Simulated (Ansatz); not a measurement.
## Tetragonal deformation path in ZnCu

Theory: Ansatz, DFT PBE, scalar-relativistic, plane waves, PAW. The runs took a 420 eV cutoff, a Γ-centred 18×18×18 mesh and Gaussian smearing (0.15 eV). No spin polarisation. Energies are free energies at this smearing, counted from the undisturbed cell; pressure is positive in compression.

The starting cell (as given, not relaxed at this level; it stands at 2.4 GPa, and it needn't be the usual structure):

```
CELL_PARAMETERS angstrom
2.94500 0.00000 0.00000
0.00000 2.94500 0.00000
0.00000 0.00000 2.94500
ATOMIC_POSITIONS crystal
Zn 0.50000 0.50000 0.50000
Cu 0.00000 0.00000 0.00000
```

At fixed volume and fractional coordinates, lengths along (0.000, 0.000, 1.000) are scaled against those across it; ρ is that ratio over its starting value. The cell is metallic on the mesh throughout.

```
    ρ  ΔE (meV/atom)
0.650          440.1
0.707          219.6
0.780           77.2
0.850           22.0
0.920            3.8
0.960            1.0
1.000            0.0
1.050            0.9
1.100            1.3
1.200            0.6
1.300            2.1
1.414            9.3
1.500           19.0
```

(1) Predict the pressure (GPa) at each point.

## Answers

(1)
```csv
ρ,pressure (GPa)
0.650,19.1
0.707,10.6
0.780,5.2
0.850,3.2
0.920,2.5
0.960,2.4
1.000,2.4
1.050,2.4
1.100,2.4
1.200,2.4
1.300,2.4
1.414,2.4
1.500,2.6
```